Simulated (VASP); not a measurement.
Wanted: the native input for a VASP 6.6.1 run.

```
Task                   : single point
Functional             : PBE
Potentials or basis    : VASP PAW PBE potentials, release 64 (Ag, Cl)
Cutoff                 : 520 eV
k mesh                 : 8 × 8 × 8
Occupations            : fermi-dirac, width 0.05 eV
Spin                   : no spin polarisation
Further INCAR settings : ALGO = Normal; EDIFF = 1e-07; NBANDS = 16
```

The structure of AgCl (Chlorargyrite) lies in POSCAR:

```
AgCl
1.0
    0.0000000000      2.7350000000      2.7350000000
    2.7350000000      0.0000000000      2.7350000000
    2.7350000000      2.7350000000      0.0000000000
Ag Cl
1 1
Direct
   -0.0171980000      0.0112950000     -0.0044850000
    0.4962840000      0.5090750000      0.5035600000
```

The cell isn't the ideal one: atoms moved at random, drawn with an rms of 0.05 Å.

These files were run (other wordings do the same):

INCAR

```
PREC = Accurate ; ENCUT = 520
EDIFF = 1E-7 ; ISMEAR = -1
SIGMA = 0.05 ; LREAL = F
LASPH = T ; NELM = 80
ALGO = Normal ; ISIF = 2
LWAVE = F ; LCHARG = T
GGA = PE ; LELF = T
LVHAR = T ; NBANDS = 16
```

KPOINTS

```
Automatic mesh
0
Gamma
  8 8 8
```

Potentials or basis: VASP PAW PBE potentials, release 64 (Ag, Cl).

Command:

```bash
$ cat potpaw_PBE.64/Ag/POTCAR potpaw_PBE.64/Cl/POTCAR > POTCAR
$ mpirun -np 1 vasp_std > vasp.out
```

It gave:

```json
{"Pressure": "3.9 GPa", "Largest force": "0.106 eV/Å", "Band gap on the k mesh": "0.90 eV, indirect (least direct gap 3.18 eV)"}
```

Run time: 3.9 min on 1 thread of AMD EPYC 7R43 64-Core Processor (Zen 3), on a shared host, peak memory 0.25 GiB.
